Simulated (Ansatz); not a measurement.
# SiNi3 (Pm-3m) in Ansatz: notebook

The runs below take SiNi3 through relaxation of cell and atoms, with PBE+D3(BJ), PBE+D3(BJ)-ATM, PBE+D4.

Everything below comes from runs of Ansatz 0.2.0. Logs are shortened: lines on timing, memory, paths and dates and some standing lists are left out, and cuts for length are marked.

## Step 1: Starting point

The structure is cubic, space group Pm-3m (No. 221). The conventional cell has a = 3.542 Å, b = 3.542 Å, c = 3.542 Å, α = 90.00°, β = 90.00°, γ = 90.00°. Ni (site symmetry 4/mmm) is surrounded by 8 Ni at 2.50 Å and 4 Si at 2.50 Å. Si (site symmetry m-3m) has 12 Ni at 2.50 Å as nearest neighbours.

## Step 2: Relaxation of cell and atoms, PBE+D3(BJ), collinear spin, ferromagnetic start

File input.yaml:

```yaml
crystal:
  lattice:
    - [3.542, 0.0, 0.0]
    - [0.0, 3.542, 0.0]
    - [0.0, 0.0, 3.542]
  atoms:
    - { symbol: Ni, position: [0.5, 0.5, 0.0], spin: 1.0 }
    - { symbol: Ni, position: [0.5, 0.0, 0.5], spin: 1.0 }
    - { symbol: Ni, position: [0.0, 0.5, 0.5], spin: 1.0 }
    - { symbol: Si, position: [0.0, 0.0, 0.0] }
hamiltonian:
  xc: pbe
  pseudopotentials: { kind: paw }
  dispersion: d3bj
magnetization:
  spin_polarized: true
kpoints:
  mp_grid: { grid: [8, 8, 8] }
scf:
  occupations: { method: fermi_dirac, width: 0.05 }
output:
  forces: true
  stress: true
  eigenvalues: true
relax:
  f_tol: 0.01
  max_steps: 40
  cell: { stress_tol: 0.05 }
```

Potentials or basis: Ansatz PAW.

Launch:

```bash
$ ansatz run input.yaml --threads 2 --pin off --max-ram 5632MiB --backend cpu --events-out ev --progress --plain --runs-dir out
```

The program printed:

```text
Warning: RAYON_NUM_THREADS=2 ignored (pool sized by the plan → 2); use --threads N
Engine: ansatz 0.2.0, x86_64-unknown-linux-gnu
Pseudopotentials: kind: paw
Pseudopotential: Ni, paw, valence charge 18, recommended cutoff 420 eV (normal), Ni.paw.azcp
Pseudopotential: Si, paw, valence charge 4, recommended cutoff 420 eV (normal), Si.paw.azcp
Functional definition: PBE
  parameter kappa = 0.804
  parameter beta = 0.06672455060314922
  exchange = pbe_x(kappa = kappa, mu = beta*pi^2/3)
  correlation = pbe_c(beta = beta)
Crystal: 4 atoms, lattice volume = 44.437 Å³
Basis set: ecut = 420 eV, 895 PW (Γ), exchange–correlation on 48×48×48 points (8 copies of the dense FFT grid, shifted against one another)
Bands: 37, of which v1, the nominal top of the filled ones, is band 29 counted from 1 (28 counted from 0)
Symmetry: 48 space group operations
Space group: Pm-3m (ITA 221), of the structure as read, at distance tolerance 3.5e-5 Å
Magnetic group: BNS 221.92 (UNI 1594), of the structure as read, at distance tolerance 3.5e-5 Å
k-points: 35 of 512
Non-local potential: Ni, projectors of the file, l = 0: 3, l = 1: 2, l = 2: 3, l = 3: 1
Non-local potential: Si, projectors of the file, l = 0: 2, l = 1: 2, l = 2: 2
PAW form: soft (Blöchl's): semilocal exchange-correlation on the pseudo side does not see the compensation charge
PAW one-centre angular grid: Ni, 590 points (default); XC on 64 Gauss nodes
PAW one-centre angular grid: Si, 110 points (default); XC on 64 Gauss nodes
Initial density: superposition of atomic densities (chi_scale 0.1, normalization cell)
Starting moments: Σ|m| = 3 μB on 3 of 4 sites
Initial wavefunctions: pseudopotential atomic-orbital guess
Functional: x = pbe(κ = 0.804, μ = 0.2195149727645171), c = pbe(β = 0.06672455060314922)
iter 1 solved again at ethr=2.39e-3 eV; its pass at ethr=3.10e-3 eV (dr2=1.39e0 eV) is discarded
SCF iter   1: F=—  HF=-18154.937600 eV  |F-HF|=—  |Δ(HF+E_count)|=         —  Δρ=4.82e-2 (↑4.82e-2 ↓3.62e-2)  dr2=1.40e0  dr2_m=1.79e-1  M=2.088 μB ∫|m|=2.435 μB  β_m=0.30  ethr=2.39e-3  ⟨swp⟩=1.1  Hψ=12286  notcnv=0
Mixer restart at iter 1: flushing history
preconditioner: auto → Kerker (q_TF=auto, 2.852 Å⁻¹)  [metal: Δε(μ)=0.032 eV  Ē_g=8.197 eV  σ=0.050 eV  W_gap=0.16  n_scr=18 (ndim 8)  ℏωp=32.5 eV  f_vac=0.000  D(μ)=2.94/eV (n_scr^D=26)]
spin=Collinear: Kerker preconditioning applied to the charge; magnetization (m = ρ↑ − ρ↓) channel mixes plain (no charge-response kernel on spin).
SCF iter   2: F=—  HF=-18154.997643 eV  |F-HF|=—  |Δ(HF+E_count)|=   6.00e-2  Δρ=3.96e-2 (↑1.83e-2 ↓3.96e-2)  dr2=3.86e-1  dr2_m=2.50e-1  M=1.789 μB ∫|m|=2.178 μB  β_m=0.32  ethr=2.39e-3  ⟨swp⟩=2.0  Hψ=3978  notcnv=0
SCF iter   3: F=—  HF=-18156.298454 eV  |F-HF|=—  |Δ(HF+E_count)|=    1.30e0  Δρ=4.09e-2 (↑1.74e-2 ↓4.09e-2)  dr2=4.29e-1  dr2_m=2.91e-1  M=1.554 μB ∫|m|=1.974 μB  β_m=0.24  ethr=6.65e-4  ⟨swp⟩=2.3  Hψ=3792  notcnv=0  defer=124
SCF iter   4: F=—  HF=-18157.135994 eV  |F-HF|=—  |Δ(HF+E_count)|=   8.38e-1  Δρ=3.64e-2 (↑1.89e-2 ↓3.64e-2)  dr2=2.99e-1  dr2_m=2.79e-1  M=1.325 μB ∫|m|=1.754 μB  β_m=0.12  ethr=6.65e-4  ⟨swp⟩=2.3  Hψ=3328  notcnv=0  defer=124
SCF iter   5: F=—  HF=-18157.299213 eV  |F-HF|=—  |Δ(HF+E_count)|=         —  Δρ=9.81e-2 (↑9.81e-2 ↓3.58e-2)  dr2=1.37e0  dr2_m=1.73e0  M=0.283 μB ∫|m|=0.456 μB  β_m=1.00  ethr=5.15e-4  ⟨swp⟩=2.4  Hψ=3897  notcnv=0  defer=125
Mixer restart at iter 5: flushing history
SCF iter   6: F=—  HF=-18160.308685 eV  |F-HF|=—  |Δ(HF+E_count)|=    3.01e0  Δρ=1.20e-1 (↑9.26e-2 ↓1.20e-1)  dr2=1.22e1  dr2_m=8.28e-2  M=0.047 μB ∫|m|=0.141 μB  β_m=0.83  ethr=8.62e-5  ⟨swp⟩=4.0  Hψ=7182  notcnv=0  defer=124
SCF iter   7: F=—  HF=-18167.215359 eV  |F-HF|=—  |Δ(HF+E_count)|=    6.91e0  Δρ=1.62e-1 (↑1.62e-1 ↓1.54e-1)  dr2=2.25e1  dr2_m=5.46e-3  M=0.056 μB ∫|m|=0.099 μB  β_m=0.37  ethr=8.62e-5  ⟨swp⟩=4.8  Hψ=9606  notcnv=0  defer=122
SCF iter   8: F=—  HF=-18159.659542 eV  |F-HF|=—  |Δ(HF+E_count)|=    7.56e0  Δρ=5.21e-2 (↑5.21e-2 ↓4.43e-2)  dr2=1.85e0  dr2_m=6.71e-3  M=0.061 μB ∫|m|=0.108 μB  β_m=0.79  ethr=8.62e-5  ⟨swp⟩=4.9  Hψ=9741  notcnv=0  defer=120
SCF iter   9: F=—  HF=-18158.701094 eV  |F-HF|=—  |Δ(HF+E_count)|=   9.58e-1  Δρ=3.61e-3 (↑3.61e-3 ↓1.21e-3)  dr2=4.71e-3  dr2_m=1.06e-3  M=0.022 μB ∫|m|=0.036 μB  β_m=0.67  ethr=8.62e-5  ⟨swp⟩=3.3  Hψ=6993  notcnv=0  defer=122
[... 92 lines left out ...]
SCF iter   8: F=—  HF=-18158.820294 eV  |F-HF|=—  |Δ(HF+E_count)|=   2.51e-8  Δρ=3.46e-7 (↑3.45e-7 ↓3.46e-7)  dr2=1.41e-10  dr2_m=2.64e-16  M=0.000 μB ∫|m|=0.000 μB  β_m=0.82  ethr=4.34e-12  ⟨swp⟩=2.0  Hψ=4654  notcnv=0
SCF iter   9: F=—  HF=-18158.820294 eV  |F-HF|=—  |Δ(HF+E_count)|=  5.09e-11  Δρ=1.43e-8 (↑1.43e-8 ↓1.40e-8)  dr2=3.69e-13  dr2_m=1.36e-17  M=0.000 μB ∫|m|=0.000 μB  β_m=0.87  ethr=1.00e-12  ⟨swp⟩=2.0  Hψ=3656  notcnv=0
SCF iter  10: F=-18158.820294 eV  HF=-18158.820294 eV  |F-HF|=3.64e-12  |Δ(HF+E_count)|=    0.00e0  Δρ=5.85e-9 (↑5.67e-9 ↓5.85e-9)  dr2=3.59e-14  dr2_m=3.20e-18  M=0.000 μB ∫|m|=0.000 μB  ethr=1.00e-12  ⟨swp⟩=2.2  Hψ=7514  notcnv=0
the starting moments were not kept: the SCF closed with an absolute magnetisation of 5.0e-9 μB, where they sum to 3 μB in size (3 sites). That is at most 0.1 of that sum. Measured as dr2_m measures the in/out step, that magnetisation stands 1.8e-17 eV from none, at or under the dr2_threshold of 4.0e-11 eV: it is no larger than a step whose dr2_m would equal this threshold.
SCF 6 converged in 10 iterations: F = -18158.820294 eV  dr2 = 3.59e-14
relax step   6: F+E_penalty+E_count = -18158.82029373 eV  Δ(F+E_penalty+E_count) = +1.131e-3 eV  max|allowed force component| = 8.362e-29 eV/Å  Δτ_max = 0.0000 Å  P = +0.031 GPa  Ω = 41.618 Å³  stress off target by 3.11e-2 GPa  SCF on the basis re-selected at this cell (its energy is not comparable with the rows above)  (10 SCF iters)
basis re-selected at this cell: Δ(F+E_penalty+E_count) = +1.131e-3 eV, ΔP = +0.032 GPa vs the last step (what re-selecting the basis moved, of the pressure what is left beyond the Pulay correction that the steps carried, after the strain that the cell walked since its last selection, with what the two solves' SCF thresholds leave and, on support functions, any second-order correction that the steps lacked; it is no measure of the basis error at this ecutwfc). This SCF's stress stands 3.11e-2 GPa from its target on what of the cell is left free (relax.cell.stress_tol is 5.00e-2 GPa) and its largest allowed force component is 8.36e-29 eV/Å (relax.f_tol is 1.00e-2 eV/Å): within both
SCF converged after 10 iterations
Magnetization: 0.0000 μB (29.0000 up, 29.0000 down)
Absolute magnetization: 0.0000 μB (∫|ρ↑−ρ↓|, with the PAW one-centre terms)
Spin contamination: 0.0000 ħ² per cell (⟨S²⟩ above its minimum at these occupations)
Per-site moments (μB) at R_I (Å): [(1.3158323958520337e-9, 1.0108069635963914), (1.315832496040303e-9, 1.0108069635963914), (1.3158326216390006e-9, 1.0108069635963914), (-2.0704707871631264e-10, 1.0108069635963914)]
Free energy (F): -18158.820294 eV
Harris-Foulkes:  -18158.820294 eV  (|F-HF|=3.64e-12)
Internal energy: -18158.802451 eV  (E = F + TS)
E sigma→0 (E₀):  -18158.811372 eV
Entropy (-TS):   -0.017843 eV (-4.461 meV/atom)
Fermi energy:    18.286039 eV
--- Per-component energies (eV) ---
  E_band       = -805.785401
  E_kinetic    = 899.069991
  E_local      = -11465.435191  (includes V_loc(G=0)·N_el)
  E_nonlocal   = 1930.894989
  E_hartree    = 4895.853335
  E_xc         = -314.709448
  E_vxc        = -381.816349  (∫ρ·V_xc dr)
  E_paw        = -5402.838200  (= ΣΔE_a)
  E_vpaw       = -1580.206896  (= ΣTr[D̂ρ^β])
  E_aug_tail   = 0.001411  (compensation charges beyond the density's cutoff)
  E_ewald      = -8699.590220
  E_disp       = -2.049118  (pairwise vdW)
  E_smearing   = -0.017843  (= −TS)
  E_closure    = 0.000000  (closes the sum)
  Σ components = -18158.820294   (vs F -18158.820294, Δ=0.00e0)
--- Forces (eV/Å), atoms counted from 1 ---
  atom   1  Ni    -0.00000000    -0.00000000     0.00000000
  atom   2  Ni     0.00000000     0.00000000    -0.00000000
  atom   3  Ni     0.00000000     0.00000000     0.00000000
  atom   4  Si    -0.00000000    -0.00000000    -0.00000000
  max |Σ_I F_I| component: 7.31e-29 eV/Å
--- Stress (GPa, compression-positive) ---
        0.031093       0.000000      -0.000000
        0.000000       0.031093      -0.000000
       -0.000000      -0.000000       0.031093
  P = ⅓ Tr σ = 0.0311 GPa (0.311 kbar)
--- Band table (eV; the first three rows and the last of 70) ---
  k-point 0 ↑: bands = ["-84.9827", "-84.9408", "-84.9408", "-45.4628", "-45.4628", "-45.4628", "-45.3960", "-45.3960", "-45.3960", "-45.2243", "-45.2243", "-45.2243", "6.0133", "13.1235", "13.9803", "13.9803", "14.5290", "14.5290", "14.5290", "16.6481", "16.6481", "16.6481", "17.3011", "17.3011", "17.3011", "17.6262", "17.6262", "17.9822", "18.3239", "18.3239", "18.3239", "23.4107", "24.7445", "24.7445", "29.0533", "29.0533", "29.0533"]
  k-point 1 ↑: bands = ["-84.9813", "-84.9422", "-84.9407", "-45.4595", "-45.4595", "-45.4582", "-45.3971", "-45.3971", "-45.3963", "-45.2295", "-45.2265", "-45.2265", "6.2016", "13.1414", "13.7311", "14.1153", "14.5141", "14.5141", "14.5848", "16.3221", "16.3221", "16.5863", "16.8183", "17.4390", "17.4390", "17.6126", "17.6290", "17.9022", "18.3241", "18.6804", "18.6804", "23.7215", "24.6970", "25.3770", "28.4027", "28.4027", "28.6403"]
  k-point 2 ↑: bands = ["-84.9773", "-84.9461", "-84.9407", "-45.4505", "-45.4505", "-45.4463", "-45.4004", "-45.4004", "-45.3971", "-45.2433", "-45.2322", "-45.2322", "6.7482", "12.4146", "13.6881", "14.4545", "14.4545", "14.4846", "14.7363", "16.0118", "16.0118", "16.3395", "16.4201", "17.2952", "17.2952", "17.3895", "17.5825", "17.7197", "18.3246", "19.6890", "19.6890", "23.8214", "24.5655", "26.6023", "26.6531", "26.6531", "28.7052"]
  k-point 34 ↓: bands = ["-84.9546", "-84.9546", "-84.9546", "-45.4880", "-45.4880", "-45.4880", "-45.4163", "-45.3349", "-45.3349", "-45.3349", "-45.1899", "-45.1899", "9.9078", "13.7787", "13.7787", "13.7787", "14.3699", "14.3699", "14.3699", "15.9493", "15.9493", "15.9493", "16.7469", "16.7469", "16.7469", "16.9772", "16.9772", "17.7200", "18.0735", "18.0735", "18.0735", "19.6532", "22.4243", "22.4243", "22.4243", "35.0058", "35.0058"]
--- Relaxed structure (5 steps of the walk, 5 accepted, 1 SCFs on fresh bases) ---
  F+E_penalty+E_count = -18158.82029373 eV   max|allowed force component| = 8.362e-29 eV/Å   (the final SCF, on the basis selected at the relaxed cell)
  cell:  # Å, volume = 41.6177 Å³
    - [3.46544707117378, -7.376462150280017e-34, 8.9876730738071e-34]
    - [-6.73448550215094e-34, 3.46544707117378, 8.024708101613482e-36]
    - [8.9876730738071e-34, 8.024708101613482e-36, 3.46544707117378]
  atoms:
    - { symbol: Ni, position: [0.49999999999999994, 0.49999999999999994, 3.5399792234332e-37] }
    - { symbol: Ni, position: [0.49999999999999994, -1.94698857245383e-37, 0.49999999999999994] }
    - { symbol: Ni, position: [1.486791274034969e-36, 0.49999999999999994, 0.49999999999999994] }
    - { symbol: Si, position: [-1.6283904426552192e-36, 3.008982339438636e-37, 7.079958446073181e-38] }
```

Wall time 25 s (2 threads of AMD EPYC 7R43 (Zen 3), shared host); peak memory 0.46 GiB.

What came out:

* Free energy: -18158.8203 eV
* Relaxed volume: 10.40 Å³/atom
* Relaxed cell: a = 3.465 Å, b = 3.465 Å, c = 3.465 Å, α = 90.00°, β = 90.00°, γ = 90.00°
* Space group after relaxing (to 0.05 Å): Pm-3m (No. 221)
* Energy gained by relaxing: 30.7 meV/atom
* Ionic steps: 6
* Pressure after relaxing: 0.0 GPa
* Band gap on the k mesh: none (metal or under the smearing width)
* Net moment: 0.00 μB per cell
* Absolute moment: 0.00 μB per cell

The path:
| step | energy change (eV) | largest force (eV/Å) | volume (Å³) |
| --- | --- | --- | --- |
| 1 | 0.0000 | 0.0000 | 44.44 |
| 2 | -0.0981 | 0.0000 | 42.85 |
| 3 | -0.1235 | 0.0000 | 41.45 |
| 4 | -0.1239 | 0.0000 | 41.63 |
| 5 | -0.1239 | 0.0000 | 41.62 |
| 6 | -0.1228 | 0.0000 | 41.62 |

Final structure:
```
CELL_PARAMETERS angstrom
3.46545 0.00000 0.00000
0.00000 3.46545 0.00000
0.00000 0.00000 3.46545
ATOMIC_POSITIONS crystal
Ni 0.50000 0.50000 0.00000
Ni 0.50000 0.00000 0.50000
Ni 0.00000 0.50000 0.50000
Si 0.00000 0.00000 0.00000
```

Caveat: the plane-wave basis is chosen anew once the cell has moved, so the energies of steps on either side of that aren't comparable; pairwise dispersion overbinds metals, which lowers pressure and volume; the starting moments weren't kept.

[end of part 1 of 2]
